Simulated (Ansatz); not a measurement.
**GaN under changes of volume**

One of the cells (11.310 Å³/atom); the others are scaled copies at fixed shape and fractional positions:

```
CELL_PARAMETERS angstrom
3.18000 0.00000 0.00000
-1.59000 2.75396 0.00000
0.00000 0.00000 5.16600
ATOMIC_POSITIONS crystal
Ga 0.66667 0.33333 0.50000
Ga 0.33333 0.66667 0.00000
N 0.66667 0.33333 0.87500
N 0.33333 0.66667 0.37500
```

* Program: Ansatz 0.2.0
* Functional: r2SCAN
* Dispersion: D3(BJ)
* Potentials or basis: Ansatz PAW
* Cutoff: 500 eV (not typed: the program's choice for these potentials)
* k mesh: 10 × 10 × 5
* Occupations: fermi-dirac, width 0.05 eV
* Spin: no spin polarisation

```csv
volume (Å³/atom),energy over the lowest point (meV/atom),pressure (GPa),gap on the mesh (eV),largest force (eV/Å)
10.632,?,?,?,?
10.858,10.15,8.2,2.67,0.154
11.084,1.96,3.5,2.52,0.148
11.310,0.00,-0.7,2.38,0.142
11.537,3.63,-4.4,2.24,0.136
11.763,12.30,-7.8,2.11,0.130
11.989,25.49,-10.8,1.97,0.125
```

Q: What does the run at 10.632 Å³/atom give?

A: Energy over the lowest point 25.26 meV/atom; pressure 13.3 GPa; gap on the mesh 2.82 eV; largest force 0.161 eV/Å.

Worked out: A Birch-Murnaghan fit of order 3 (a polynomial in V^(-2/3)) to the other rows has its minimum at 11.27 Å³/atom with B0 = V·E''(V) = 201 GPa and B' = 4.3 at fixed shape and positions, which overstates the stiffness. It gives 25.24 meV/atom at 10.632 Å³/atom, against the run's 25.26, and -dE/dV = 13.3 GPa, against 13.3. A straight line through the other rows of the gap, of slope -7.02 eV per unit of ln V (its deformation potential), extrapolates to 2.82 eV, against the run's 2.82.

Energies are extrapolated to zero smearing.

Caveats: odd divisions of the mesh miss points on the zone boundary, where band edges often lie, so the gap on the mesh can be too wide; the PAW data sets come from PBE, with cores solved anew for the run's functional, which leaves a small shift of forces and pressure; the dispersion damping was fitted for another functional or another form of the correction.

Spin-orbit coupling on Ga is left out.
